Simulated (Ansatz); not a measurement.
**Co: is there a lower state than plain starts find?**

Aim: test whether Co has a self-consistent state below the best one that plain SCF starts reached, by the runs listed below. The cell (2 atoms) is Co in its experimental structure (space group Fm-3m, primitive cell doubled). Source: COD entry 9012926; the sample's temperature and pressure aren't taken into account.

The COD cell was measured well above room temperature, so it is larger than a cold one.

Computed with Ansatz 0.2.0 (DFT HSE06, PAW, plane waves, scalar-relativistic, unless a step's input says otherwise).

## (1) The structure to begin with

Symmetry: Fm-3m, No. 225, cubic system. The conventional cell has a = 3.569 Å, b = 3.569 Å, c = 3.569 Å, α = 90.00°, β = 90.00°, γ = 90.00°. Around Co (site symmetry m-3m) lie 12 Co at 2.52 Å.

Coordinates:

```
CELL_PARAMETERS angstrom
0.00000 1.78440 1.78440
3.56880 0.00000 3.56880
1.78440 1.78440 0.00000
ATOMIC_POSITIONS crystal
Co 0.00000 0.00000 0.00000
Co 0.00000 0.50000 0.00000
```

Atoms are counted from 1 in the order of input.yaml (Co2 and so on).

Known so far: 7 plain starts ended in 4 states. The lowest came from “a moment on one site alone, plain SCF [Co1 3.00 μB]”: ferromagnetic, site moments Co1 2.09, Co2 1.94 μB, total 3.72 μB per cell, no gap on the k-mesh, free energy -10248.4461 eV.

Runs to come: parallel moments, default search level; opposed moments +-, default search level; the moments typed in its input, symmetry off, plain SCF; the moments typed in its input, standard search level.

A plain SCF has the search for lower states switched off and ends at the first converged state. Under a hybrid the search levels only allow a further exchange loop from another filling of the frontier levels; the end state isn't tested for a lower one. Iterations are summed over the PBE start and the exchange cycles. Ends within 0.2 meV/atom and 0.1 μB count as one state.

Site moments are integrals over atomic spheres and don't add up to the total.

## (2) Parallel moments, default search level

Contents of input.yaml:

```yaml
crystal:
  lattice:
    - [0.0, 1.7844, 1.7844]
    - [3.5688, 0.0, 3.5688]
    - [1.7844, 1.7844, 0.0]
  atoms:
    - { symbol: Co, position: [0.0, 0.0, 0.0], spin: 3.0 }
    - { symbol: Co, position: [0.0, 0.5, 0.0], spin: 3.0 }
magnetization:
  spin_polarized: true
hamiltonian:
  xc: hse06
  pseudopotentials: { kind: paw }
basis:
  ecutwfc: 420
kpoints:
  mp_grid: { grid: [6, 3, 6] }
scf:
  occupations: { method: gaussian, width: 0.1 }
output:
  forces: true
  stress: true
```

Run with:

```sh
$ ansatz run input.yaml --threads 4 --pin off --max-ram 10240MiB --backend cpu --events-out ev --progress --plain --runs-dir out
```

**Question.** The other runs differ from this input as named above. Which state comes out lowest, and how do the others lie? Wanted: distinct states; lowest state; total moment; gap on the k-mesh; pressure; largest force; next state; highest state.

As calculated:

| quantity | value |
| --- | --- |
| distinct states | 3 from 5 converged runs, the best start of step 1 counted |
| lowest state | ferromagnetic |
| its moments | Co1 2.09, Co2 1.94 μB |
| total moment | 3.72 μB per cell |
| gap on the k-mesh | none |
| pressure | 0.0 GPa |
| largest force | 0.000 eV/Å |
| next state | ferromagnetic, 33.4 meV/atom higher |
| highest state | ferrimagnetic, 292 meV/atom higher |

In words: No run goes below the best plain start. 5 runs converged, to 3 different states. The best ferrimagnetic state lies 292 meV/atom above the best ferromagnetic one; partly filled bands take part, so the difference isn't exchange alone. The same kind of order also converges up to 33.4 meV/atom too high, so convergence alone doesn't show that a state is the lowest. A lower state than any found can't be excluded. The mesh is coarse, so energy differences (and at times their sign) aren't converged.
